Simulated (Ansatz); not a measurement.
## Core-electron binding energies in InP

Cell: a structure deposited in the COD, ions relaxed with PBE at fixed cell, repeated to a supercell; a hole's nearest image is 8.1 Å away.

Space group Fm-3m (No. 225); a = 5.7100 Å.

| site | Wyckoff | site symmetry | x | y | z |
| --- | --- | --- | --- | --- | --- |
| In1 | 4a | m-3m | 0.0000 | 0.0000 | 0.0000 |
| P9 | 4b | m-3m | 0.5000 | 0.5000 | 0.5000 |

One atom of each set is listed; the run and its k-mesh use a cell of 16 atoms with edges of 8.08, 8.08, 8.08 Å.

Computed with Ansatz: DFT, PBE, plane waves and PAW, scalar-relativistic, 420 eV cutoff, Γ-centred 4×4×4 k-points, Fermi–Dirac smearing 0.05 eV.

Each value is a total-energy difference between the cell with one core hole and the ground state (ΔSCF), counted from the Fermi energy. The valence electrons get no spin in the cell with the hole, so they can't polarise against the unpaired core electron; that puts absolute values high, by some tenths of an eV and in some cases by about 1 eV.

Question: Give the In 3d, P 2p lines of each distinct site.

Answer: 

```json
{"line": "In 3d", "atom": "1", "first shell": "6 P at 2.85–2.86 Å", "E_B (eV)": "442.9", "j = l + ½ / j = l − ½ (eV)": "439.9 / 447.4"}
{"line": "P 2p", "atom": "9", "first shell": "6 In at 2.85 Å", "E_B (eV)": "127.8", "j = l + ½ / j = l − ½ (eV)": "127.5 / 128.4"}
```

For p, d and f shells E_B is the weighted mean of the two lines, whose splitting comes from the free atom's Dirac orbitals.

Absolute PBE values can be off by an eV or more, and the 3d and 4f lines of heavy atoms by several eV. Multiplets, satellites and widths aren't calculated.

The cell isn't at the calculated equilibrium (pressure -5 GPa in the ground-state run).
